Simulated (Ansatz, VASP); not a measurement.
## CdTe in VASP and in Ansatz

```xyz
2
Lattice="0.0000 3.2800 3.2800 3.4476 0.0000 3.2800 3.4476 3.2800 0.0000" Properties=species:S:1:pos:R:3 pbc="T T T"
Cd    0.0000    0.0000    0.0000
Te    1.7238    1.6400    1.6400
```

Change from the starting cell: uniaxial_x strain +5.1%.

Alike in both runs: task single point; functional HSE06; k mesh 4 × 4 × 4; no spin polarisation.

```csv
,VASP,Ansatz
version,VASP 6.6.1,Ansatz 0.2.0
potentials or method,"VASP PAW PBE potentials, release 64 (Cd, Te)","plane waves, PAW"
plane-wave cutoff (eV),520,420
occupations,"gaussian, width 0.01 eV",fixed
valence electrons in the cell,18,36
```

VASP gave:

| Property | Result |
| --- | --- |
| gap on the k mesh at the Fermi level (eV) | 1.21 |
| pressure (GPa) | -1.6 |
| largest component of the traceless stress (GPa) | 0.71 |

**Question.** What did Ansatz give for the same quantities?

**Answer.** gap on the k mesh at the Fermi level (eV): 1.29; pressure (GPa): -1.6; largest component of the traceless stress (GPa): 0.71.

The two sets of potentials don't hold the same shells in valence. Ansatz warned: «stress_exchange_threshold_loose».

Caveats: the PAW data sets were made with another functional, which shifts forces and pressure a little (VASP); spin-orbit coupling is left out, which moves the levels of the heavy elements.
